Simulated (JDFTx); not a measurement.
**GaN: single point with r2SCAN**

**What was measured.**

A printed reference work, textbook reports, for a bulk crystal of GaN at 0 K: band gap 3.299 eV (direct).

The system is GaN.

```xyz
2
Lattice="0.0000 2.2535 2.2535 2.2535 0.0000 2.2535 2.2535 2.2535 0.0000" Properties=species:S:1:pos:R:3 pbc="T T T"
Ga    0.0000    0.0000    0.0000
N     1.1268    1.1268    1.1268
```

The cell is a database's computed one.

```
Program             : JDFTx 1.7.0 (patched build)
Task                : single point
Functional          : r2SCAN
Potentials or basis : SG15-PBE-1.2
Cutoff              : 1088 eV
Density cutoff      : 8708 eV
k mesh              : 10 × 10 × 10
Occupations         : fermi-dirac, width 0.05 eV
Spin                : no spin polarisation
```

The pressure is -3.5 GPa and the band gap on the k mesh is 1.87 eV, direct.

Levels at points of the mesh, in eV from the valence-band top:
| k point | band 5 | band 6 | band 7 | band 8 | band 9 | band 10 | band 11 | band 12 | band 13 | band 14 |
| --- | --- | --- | --- | --- | --- | --- | --- | --- | --- | --- |
| (0.00, 0.00, 0.00) | -13.06 | -13.06 | 0.00 | 0.00 | 0.00 | 1.87 | 10.76 | 10.76 | 10.76 | 18.21 |
| (0.00, 0.00, 0.50) | -13.01 | -12.10 | -7.28 | -1.04 | -1.04 | 4.89 | 9.46 | 10.90 | 10.90 | 16.44 |
| (0.00, 0.50, 0.50) | -12.98 | -11.79 | -6.36 | -2.86 | -2.86 | 3.78 | 7.04 | 12.58 | 14.79 | 14.79 |

It took 5 min on 1 thread of Arm Neoverse V1, on a shared host, peak memory 0.14 GiB.

Against the measured gap of GaN, 3.299 eV (direct; 0 K; a printed reference work, textbook), the calculated 1.87 eV is off by -1.43 eV. Spin-orbit coupling on Ga is left out. The value is that of r2SCAN, without temperature or zero-point motion. The cell is a database's relaxed one, not the measured one, which moves gaps too.

Caveat: the potentials were made for another functional, which shifts forces and pressure.
